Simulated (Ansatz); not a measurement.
# AlN: a single-point run

The task is a single-point run on AlN. The structure is shown as the input types it. The cell is built on a prototype (CsCl type) and needn't be the phase found in nature.

Program: Ansatz 0.2.0. Level of theory: density functional or hybrid calculation with the settings of its input, plane waves (as first typed). These are calculated values, not measurements.

3 further runs of the same task are left out: 3 that didn't finish.

**1. The starting structure**

It takes space group Pm-3m (No. 221, cubic). Conventional cell: a = 2.585 Å, b = 2.585 Å, c = 2.585 Å, α = 90.00°, β = 90.00°, γ = 90.00°. Around Al (site symmetry m-3m) lie 8 N at 2.24 Å. N (site symmetry m-3m) has 8 Al at 2.24 Å as nearest neighbours.

Structure file:

```
Al N
1.0
     2.58546    0.00000    0.00000
     0.00000    2.58546    0.00000
     0.00000    0.00000    2.58546
Al N
1 1
Direct
  0.00000 0.00000 0.00000
  0.50000 0.50000 0.50000
```

**2. Input and run**

File input.yaml:

```yaml
crystal:
  lattice:
    - [2.5854596286, 0.0, 0.0]
    - [0.0, 2.5854596286, 0.0]
    - [0.0, 0.0, 2.5854596286]
  atoms:
    - { symbol: Al, position: [0.0, 0.0, 0.0] }
    - { symbol: "N", position: [0.5, 0.5, 0.5] }
kpoints:
  mp_grid: { grid: [6, 6, 6] }
hamiltonian:
  xc: pbesol
scf:
  occupations: { method: fermi_dirac, width: 0.02 }
  n_extra_bands: 4
  max_iter: 83
output:
  forces: true
  stress: true
  eigenvalues: true
basis:
  ecutwfc: 120
```

The run is started by

```sh
$ ansatz run input.yaml --threads 4 --pin off --max-ram 3686MiB --backend cpu --events-out ev --progress --plain --runs-dir out
```

**Question.** How will this run end, and is anything wrong with its input?

This run ends as converged, with warnings (cutoff below recommended). It gives a pressure of 107 GPa, which is large; a structure far from rest gives such values too, whatever the setting.

The suspect setting: basis.ecutwfc is 120. With so few plane waves the basis is incomplete by a wide margin. The potentials' recommended cutoff is 420 eV.

To check: delete basis.ecutwfc (the default then holds).
